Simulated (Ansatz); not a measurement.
# Σ9 (221) boundary in fcc Ir with O (interstitial): structure and resistance, part 2 of 2

How much does the Σ9 (221) boundary in fcc Ir with O (interstitial) reflect electrons?

Ansatz 0.2.0; Ansatz plane-wave DFT, PBE, PAW files; relaxation of a bicrystal slab with its lowest layers held; PAW set soft_1 (the session's first sound run).

So far. Step 2 (Relaxing the bicrystal): The largest force component on a free atom ends at 0.012 eV/Å, under the tolerance of 0.03, after 18 steps.

### 3. Transmission across the boundary

Bulk layers of each grain are laid under and over the relaxed boundary, and a lead is named in the middle of each, away from the free faces. The mesh across the current, 24×8, is finer than the density's, because channels open and close sharply across the zone. Energies from -0.1 to 0.1 eV in steps of 0.05 eV are too few for the program's thermal sum, so it prints no conductance; for a metal the transmission near the Fermi level serves, at a fraction of the cost.

This step: Ansatz plane-wave DFT, PBE, PAW files; ballistic transport by layer matching (Landauer), zero bias; boundary relaxed in a short slab, bulk layers laid on; PAW set soft_1 (Ansatz 0.2.0).

System of this step: Σ9 (221) boundary in fcc Ir with O (interstitial). The cell holds 68 atoms: 67 Ir and 1 O. Cell: a = 2.715 Å, b = 8.145 Å, c = 51.009 Å, α = 90.0°, β = 90.0°, γ = 90.0°. It derives from Ir. Regions: lower grain, 27 atoms (27 Ir); boundary, 19 atoms (18 Ir and 1 O); upper grain, 22 atoms (22 Ir). Vacuum lies along c.

Contents of input.yaml:

```yaml
crystal:
  lattice:
    - [2.7148657757, 0.0, 0.0]
    - [0.0, 8.1445973271, 0.0]
    - [0.0, 0.0, 51.0086984281]
  atoms:
    - { symbol: Ir, position: [-17.9999999993, -9.9999999999, 0.0784179978] }
    - { symbol: Ir, position: [-17.4999999993, -9.7222222222, 0.090962917] }
    - { symbol: Ir, position: [-16.9999999993, -9.4444444444, 0.1035078362] }
    - { symbol: Ir, position: [-16.4999999994, -9.1666666666, 0.1160527554] }
    - { symbol: Ir, position: [-15.9999999994, -8.8888888888, 0.1285976746] }
    - { symbol: Ir, position: [-15.4999999994, -8.6111111111, 0.1411425938] }
    - { symbol: Ir, position: [-14.9999999994, -8.3333333333, 0.1536875129] }
    - { symbol: Ir, position: [-14.4999999994, -8.0555555555, 0.1662324321] }
    - { symbol: Ir, position: [-13.9999999995, -7.7777777777, 0.1787773513] }
    - { symbol: Ir, position: [-13.4999999995, -7.5, 0.1913222705] }
    - { symbol: Ir, position: [-12.9999999995, -7.2222222222, 0.2038671897] }
    - { symbol: Ir, position: [-12.4999999995, -6.9444444444, 0.2164121089] }
    - { symbol: Ir, position: [-11.9999999995, -6.6666666666, 0.2289570281] }
    - { symbol: Ir, position: [-11.4999999995, -6.3888888889, 0.2415019473] }
    - { symbol: Ir, position: [-10.9999999996, -6.1111111111, 0.2540468665] }
    - { symbol: Ir, position: [-10.4999999996, -5.8333333333, 0.2665917857] }
    - { symbol: Ir, position: [-9.9999999996, -5.5555555555, 0.2791367049] }
    - { symbol: Ir, position: [-9.4999999996, -5.2777777778, 0.2916816241] }
    - { symbol: Ir, position: [-8.9999999996, -5.0, 0.3042265433] }
    - { symbol: Ir, position: [-8.4999999997, -4.7222222222, 0.3167714625] }
    - { symbol: Ir, position: [-7.9999999997, -4.4444444444, 0.3293163817] }
    - { symbol: Ir, position: [-7.4999999997, -4.1666666667, 0.3418613009] }
    - { symbol: Ir, position: [-6.9999999997, -3.8888888889, 0.3544062201] }
    - { symbol: Ir, position: [-6.4999999997, -3.6111111111, 0.3669511393] }
    - { symbol: Ir, position: [-5.9999999997, -3.3333333333, 0.3794960584] }
    - { symbol: Ir, position: [-5.4999999998, -3.0555555556, 0.3920409776] }
    - { symbol: Ir, position: [-4.9999999998, -2.7777777778, 0.4045858968] }
    - { symbol: Ir, position: [0.5000000002, 0.5, 0.417130816] }
    - { symbol: Ir, position: [-0.0015442721, 0.7776520757, 0.4296587982] }
    - { symbol: Ir, position: [0.4996740878, 0.0570672998, 0.4417315344] }
    - { symbol: Ir, position: [0.0026563299, 0.3343707221, 0.4547471527] }
    - { symbol: Ir, position: [0.504974393, 0.6086231839, 0.4680644558] }
    - { symbol: Ir, position: [-0.0023220532, 0.8876155111, 0.4794665165] }
    - { symbol: Ir, position: [0.506111492, 0.1637931475, 0.491294814] }
    - { symbol: Ir, position: [0.0086164046, 0.441462469, 0.5070574794] }
    - { symbol: Ir, position: [0.4888750768, 0.7330223737, 0.5185851919] }
    - { symbol: Ir, position: [0.0109098002, 0.0037535401, 0.5302329051] }
    - { symbol: O, position: [0.2076099211, 0.2534745038, 0.5346378481] }
    - { symbol: Ir, position: [-0.0472010882, 0.5923883273, 0.5570960114] }
    - { symbol: Ir, position: [0.4058543858, 0.3173337571, 0.5710971081] }
    - { symbol: Ir, position: [-0.066815159, 1.0342071427, 0.5811178873] }
    - { symbol: Ir, position: [0.4351576173, 0.7603058027, 0.5939833905] }
    - { symbol: Ir, position: [-0.0742984966, 0.4800364674, 0.6075706444] }
    - { symbol: Ir, position: [0.4323269418, 0.1987241092, 0.6200093688] }
    - { symbol: Ir, position: [-0.0661428028, 0.9239180633, 0.6322542789] }
    - { symbol: Ir, position: [0.4340061826, 0.6476924891, 0.6455937799] }
    - { symbol: Ir, position: [-5.0659938174, -2.6300852887, 0.6581386991] }
    - { symbol: Ir, position: [-5.5659938174, -2.9078630665, 0.6706836183] }
    - { symbol: Ir, position: [-6.0659938174, -3.1856408443, 0.6832285375] }
    - { symbol: Ir, position: [-6.5659938174, -3.463418622, 0.6957734567] }
    - { symbol: Ir, position: [-7.0659938174, -3.7411963998, 0.7083183759] }
    - { symbol: Ir, position: [-7.5659938173, -4.0189741776, 0.7208632951] }
    - { symbol: Ir, position: [-8.0659938173, -4.2967519554, 0.7334082143] }
    - { symbol: Ir, position: [-8.5659938173, -4.5745297331, 0.7459531335] }
    - { symbol: Ir, position: [-9.0659938173, -4.8523075109, 0.7584980527] }
    - { symbol: Ir, position: [-9.5659938173, -5.1300852887, 0.7710429719] }
    - { symbol: Ir, position: [-10.0659938172, -5.4078630665, 0.7835878911] }
    - { symbol: Ir, position: [-10.5659938172, -5.6856408442, 0.7961328103] }
    - { symbol: Ir, position: [-11.0659938172, -5.963418622, 0.8086777295] }
    - { symbol: Ir, position: [-11.5659938172, -6.2411963998, 0.8212226487] }
    - { symbol: Ir, position: [-12.0659938172, -6.5189741776, 0.8337675679] }
    - { symbol: Ir, position: [-12.5659938172, -6.7967519553, 0.8463124871] }
    - { symbol: Ir, position: [-13.0659938171, -7.0745297331, 0.8588574062] }
    - { symbol: Ir, position: [-13.5659938171, -7.3523075109, 0.8714023254] }
    - { symbol: Ir, position: [-14.0659938171, -7.6300852887, 0.8839472446] }
    - { symbol: Ir, position: [-14.5659938171, -7.9078630664, 0.8964921638] }
    - { symbol: Ir, position: [-15.0659938171, -8.1856408442, 0.909037083] }
    - { symbol: Ir, position: [-15.565993817, -8.463418622, 0.9215820022] }
kpoints:
  mp_grid: { grid: [9, 3, 1] }
hamiltonian:
  xc: pbe
  pseudopotentials: { kind: paw, azcp: { folder: soft_1 } }
scf:
  occupations: { method: fermi_dirac, width: 0.1 }
output:
  transmission:
    leads: [[14, 15], [55, 56]]
    kmesh: [24, 8]
    e_range: [-0.1, 0.1]
    de: 0.05
  write_potential: true
  write_density: true
  volumetric_format: npy
  elf: true
```

Run with:

```sh
$ ansatz run input.yaml --threads 4 --pin off --max-ram 15360MiB --backend cpu --events-out ev --progress --plain --runs-dir out
```

Numbers of over 12 decimals in the logs are rounded to 6 here.

The program printed:

```text
[...]
Crystal: 68 atoms, lattice volume = 1127.878 Å³
Basis set: ecut = 420 eV, 22257 PW (Γ)
Bands: 687, of which v1, the nominal top of the filled ones, is band 573 counted from 1 (572 counted from 0)
Symmetry: 1 space group operations
[...]
k-points: 14 of 27 (time reversal used)
[...]
SCF iter  12: F=-800323.900965 eV  HF=-800323.900965 eV  |F-HF|=5.89e-8  |Δ(HF+E_count)|=   7.89e-8  Δρ=2.13e-6  dr2=7.78e-8  ethr=8.73e-12  ⟨swp⟩=10.8  Hψ=32288  notcnv=0
SCF 1 converged in 12 iterations: F = -800323.900965 eV  dr2 = 7.78e-8
[...]
transmission: 680 of 6762 steps passed
transmission: 1354 of 6762 steps passed
[...]
transmission: 6762 of 6762 steps passed
WARN: The output density's exchange-correlation potential varies sharply where the density is thin. Do not read a vacuum level from v_tot or v_xc, or from such a field of the output density. On a cell that repeats whose density bears no net charge and no dipole along the vacuum's axis use v_es (v_loc + v_h of the components); under efield.dipole_correction with no amplitude use v_es + v_field, which holds any externa [...]
SCF converged after 12 iterations
Free energy (F): -800323.900965 eV
[...]
Internal energy: -800321.687715 eV  (E = F + TS)
E sigma→0 (E₀):  -800322.794340 eV
Entropy (-TS):   -2.213250 eV (-32.548 meV/atom)
Fermi energy:    20.874516 eV
[...]
--- Band table (eV; the first three rows and the last of 14) ---
  k-point 0: bands = [... 569 lower, 20.4963, 20.5170, 20.5563, 20.5969, 20.6420, 20.6551, 20.6630, 20.6648, ... 110 higher]
  k-point 1: bands = [... 569 lower, 20.3245, 20.3321, 20.3896, 20.4068, 20.4347, 20.4784, 20.4949, 20.5248, ... 110 higher]
  k-point 2: bands = [... 569 lower, 20.3471, 20.3747, 20.4320, 20.4529, 20.4942, 20.5303, 20.6182, 20.6274, ... 110 higher]
  k-point 13: bands = [... 569 lower, 21.6389, 21.6590, 21.6683, 21.6839, 21.6899, 21.7005, 21.7108, 21.7149, ... 110 higher]
--- Transmission ---
  basis      : 199 plane waves across, 69 finite elements along
  points     : 98, standing for a mesh of 24 x 8
  energies   : 5 from -0.100000 to 0.100000 eV about the Fermi level, 0.050000 eV apart; the leads are filled to 0.000000 eV, and channels, transmission and decay are at 0.000000 eV
  crystal 0  : Ir4, at the sites [14, 15], period 2.5596 Å, over 18.56 Å; its Hamiltonian steps by up to 20.8 meV
    offset         : up to 0.0000 Å between an atom of the period and one for which it stands
    channels       : 5.583333e0 a spin
    conductance    : none, the energies end too early or step too widely for 300 K: set another output.transmission.e_range or a lower de, or, where they end at an eighth of basis.ecutwfc, a higher one
[...]
channels       : 5.562500e0 a spin
[...]
junction   : crystal 0 to crystal 1, 13.28 to 37.73 Å
    transmission   : 2.578920e0 a spin
[...]
```

Wall time 45 min (4 threads of Arm Neoverse V1, shared host); peak memory 12 GiB.

This run has no spin polarisation although its electron count is odd.

Numbers from this step:

```yaml
free_energy: -800323.9010 eV
energy_at_zero_smearing: -800322.7943 eV
fermi_energy: 20.87 eV
cell_area: 22.11 Å²
transmission_per_spin_nearest_the_fermi_level: 2.579
open_channels_per_spin_nearest_the_fermi_level: 5.583
open_channels_per_spin_upper_lead: 5.562
step_of_the_lead_s_potential: 20.8 meV
step_of_the_upper_lead_s_potential: 20 meV
```

Per spin. The transmission, zone mean by energy, zero at the Fermi level:

```csv
energy (eV),"transmission, zone mean"
-0.1000,2.53
-0.0500,2.57
0.0000,2.58
0.0500,2.64
0.1000,2.67
```

Per spin. Table of open channels, zone mean by energy, zero at the Fermi level:

```csv
energy (eV),lead,upper lead
-0.1000,5.49,5.49
-0.0500,5.58,5.58
0.0000,5.58,5.56
0.0500,5.72,5.71
0.1000,5.78,5.78
```

Transmission over k1 and k2. At 0.0000 eV from the Fermi level.

Ten even steps from '0' (0.82) to '9' (4.35):
```
663555555455665445545425
222313456778776754331312
333223345788777764443233
033035532689898623553033
333234446777788754332233
221313345767787765431322
652454554456655455555536
265474555585558555547456
```
Columns: k1 (b1) from -0.5 to 0.458; rows upwards: k2 (b2) from -0.5 to 0.375.

Open channels over k1 and k2. At 0.0000 eV from the Fermi level.

Values, 8 rows by 16 columns, each cell a mean:
```
6.00 5.33 7.33 6.67 6.00 6.00 5.33 6.00 6.00 6.00 5.33 6.00 6.00 7.33 6.33 5.67
4.00 4.00 4.33 4.33 5.33 6.00 6.67 6.67 7.00 6.33 6.67 6.00 5.00 3.67 4.67 4.00
4.00 4.00 4.67 4.67 5.00 5.67 6.00 6.67 7.67 6.33 6.00 5.33 5.00 4.33 4.67 4.00
2.67 4.00 4.33 5.67 5.33 4.00 5.67 7.67 8.00 7.33 4.67 4.00 6.00 5.33 4.00 4.00
4.00 4.00 4.67 4.67 5.00 5.67 6.00 6.67 7.67 6.33 6.00 5.33 5.00 4.33 4.67 4.00
4.00 4.00 4.33 4.33 5.33 6.00 6.67 6.67 7.00 6.33 6.67 6.00 5.00 3.67 4.67 4.00
6.00 5.33 7.33 6.67 6.00 6.00 5.33 6.00 6.00 6.00 5.33 6.00 6.00 7.33 6.33 5.67
4.67 6.00 6.67 6.67 6.00 6.00 6.67 6.67 6.00 7.33 6.00 6.00 6.00 7.33 6.00 6.00
```
Columns: k1 (b1) from -0.5 to 0.458; rows upwards: k2 (b2) from -0.5 to 0.375.

Valence density in the ca plane at fractional y = 0.259, with atoms of Ir and O within 0.2 Å of it. It is the smooth field of the valence electrons, not physical close to the nuclei.

Values in e/Å³, 5 rows by 16 columns, each cell a mean:
```
0.7 5.1 1.4 1.1 2.1 0.4 0.4 0.2 0.4 0.3 0.4 0.2 0.4 0.4 1.0 0.5
0.4 1.0 0.4 0.4 0.6 0.8 0.9 0.2 0.2 0.8 1.3 0.4 1.8 0.7 0.5 0.4
0.4 0.5 0.3 0.3 0.4 1.1 1.3 0.5 1.1 2.4 3.8 0.7 4.7 1.3 0.3 0.3
0.5 2.1 0.6 0.6 0.9 0.6 0.6 1.3 4.6 1.9 2.9 0.5 2.9 0.9 0.4 0.3
0.8 6.5 1.7 1.5 2.8 0.4 0.3 0.9 3.0 0.5 0.6 0.3 0.6 0.4 0.8 0.4
```
Columns run along c (16.0 Å, from fractional 0.38 to 0.69 of the cell), rows up along a (2.7 Å). Atoms in or near the plane, at fractional coordinates: O at (0.53, 0.21).

ELF in the ca plane at fractional y = 0.259, with atoms of Ir and O within 0.2 Å of it. It is the smooth field of the valence electrons, not physical close to the nuclei.

Ten even steps from '0' (0.08) to '9' (0.83), each cell a mean:
```
32466642334553322221047620233210122222243222
22345532223333322321000000222211222223233222
22223321122223334321000001344322244433222322
22233211122222245421146522566433356642323221
22222221122223344321399962566533356642222221
22334422223323323221596882465433255542323322
32456642234543322221586782244322233323223322
22466643335653232210389962122211122222233222
```
Columns run along c (16.0 Å, from fractional 0.38 to 0.69 of the cell), rows up along a (2.7 Å). Atoms in or near the plane, at fractional coordinates: O at (0.53, 0.21).

Electrostatic potential energy in the ca plane at fractional y = 0.259, with atoms of Ir and O within 0.2 Å of it. With pseudopotentials it is smooth inside the atoms' cores, unlike the true potential.

Ten even steps from '0' (-39 eV) to '9' (23 eV), each cell a mean:
```
98400058973137999999999999999999999999866799
99632379986568888899999999988999987889877899
99877799998889865689999998645799853478988999
89999999999999853479999997301489720148999999
89988899999999864579975686200378610048999999
99754589987678887789942367301489741258999999
98510168974247999999842368645799976689988899
98300048862026999999974589988999998999866799
```
Columns run along c (16.0 Å, from fractional 0.38 to 0.69 of the cell; values clipped at the 3rd and 97th percentile), rows up along a (2.7 Å). Atoms in or near the plane, at fractional coordinates: O at (0.53, 0.21).

Over the solved energies the transmission per spin lies between 2.53 and 2.67, out of 5.63 channels of the lead on average (up to 5.78).

### 4. Specific resistance

This step: Ansatz plane-wave DFT, PBE, PAW files; ballistic transport by layer matching (Landauer), zero bias; specific resistance of the boundary; PAW set soft_1 (Ansatz 0.2.0).

This step gave:

* area resistance: 0.5915 fΩ m²
* T over the leads' mean channel count: 0.4616

Averaged over the energies near the Fermi level, 46.2 % of the channels pass, which makes 0.591 fΩ m².

By hand, with T and the leads' channels N averaged over the energies near the Fermi level: RA = A (h/2e²)(1/T − ½[1/N₁ + 1/N₂]) = 22.11×10⁻²⁰ m² × 12 906 Ω × (1/2.598 − ½[1/5.631 + 1/5.625]) = 0.591 fΩ m².

### 5. What came out

```json
{"specific resistance of the boundary": "0.591 fΩ m²", "share of channels that pass": "0.462"}
```

In words: The boundary has a specific resistance of 0.59 fΩ m². The boundary reflects 54 % of the channels; 0.59 fΩ m² is 5.9×10⁻¹² Ω·cm². One O in 22.1 Å² of boundary is a high coverage. In the relaxation the upper grain slid sideways by about 1.2 Å, so the result belongs to the position that it found, not to the starting one. One starting structure was relaxed; another shift or atom count at the boundary may lie lower. Spin-orbit coupling is left out, which matters for Ir.

[Logs are printed without paths, hosts, clocks, repeated set-up lines and the standing remarks that a program may print on its own settings, such as how far it seeks lower states.]

[Hosts, paths, dates, database ids (printed as entryN), source tags and the programs' standing remarks are cut or masked in the printed files.]
